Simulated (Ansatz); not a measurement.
**Which way does ZnS + BeSe ⇌ ZnSe + BeS run?**

Plane-wave DFT in Ansatz with scalar-relativistic PAW potentials, cutoff 420 eV, Γ-centred meshes chosen by cell and gap, Gaussian smearing with energies taken to zero width. Every cell was relaxed (cell and atoms) in a run of its own, within the symmetry of its start. Functional: PBE.

Total energies hold large constants for each element; a whole number of eV per atom of each element is taken off below, which cancels in a balanced reaction.

```csv
compound,lowest structure computed,structures tried,V (Å³/atom),gap on mesh (eV),"E (eV per formula unit, common shift removed)"
ZnS,F-43m,11,20.15,2.02,-1.7344
BeSe,F-43m,3,17.35,2.67,-1.4373
ZnSe,F-43m,2,23.54,1.15,-1.5364
BeS,F-43m,6,14.49,3.15,-1.9655
```

Task: Work out the reaction energy at 0 K.

Result: ΔE = E(ZnSe) + E(BeS) − E(ZnS) − E(BeSe) = -0.330 eV, or -32 kJ per mole of reaction (-83 meV/atom). The right side is lower: Zn takes Se and Be takes S. All four are computed as solids; where they are solids at ordinary conditions entropy changes little. A lower structure that wasn't tried would shift the value, and mixed crystals may lie lower than either side.